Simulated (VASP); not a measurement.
A run of VASP 6.6.1 is set up as follows.

File INCAR:

```
ALGO = Fast
EDIFF = 1E-6
ENCUT = 520
GGA = PE
ISIF = 2
ISMEAR = 0
LASPH = True
LCHARG = True
LELF = True
LREAL = False
LVHAR = True
LWAVE = False
NBANDS = 27
NELM = 100
PREC = Accurate
SIGMA = 0.02
```

Contents of KPOINTS:

```
k-points
0
Gamma
  9 9 9
```

POSCAR

```
Se
1.0
    5.5248840856      3.1897933140      1.8715620827
   -5.5248840856      3.1897933140      1.8715620827
    0.0000000000     -6.3795866282      1.8715620826
Se
6
Direct
    0.2658128846      0.1382672718      0.8857033762
    0.8857033762      0.2658128846      0.1382672718
    0.1382672718      0.8857033762      0.2658128846
    0.7341871154      0.8617327282      0.1142966238
    0.1142966238      0.7341871154      0.8617327282
    0.8617327282      0.1142966238      0.7341871154
```

Potentials or basis: VASP PAW PBE potentials, release 64 (Se).

Command:

```bash
$ cat potpaw_PBE.64/Se/POTCAR > POTCAR
$ mpirun -np 1 vasp_std > vasp.out
```

Question: Predict the pressure.

Answer: 0.1 GPa.

Question: Estimate the largest force.

Answer: 0.028 eV/Å.

Forces on the atoms (eV/Å):
```
Se   0.005  0.017  0.021
Se  -0.018 -0.004  0.021
Se   0.012 -0.013  0.021
Se  -0.005 -0.017 -0.021
Se   0.018  0.004 -0.021
Se  -0.012  0.013 -0.021
```
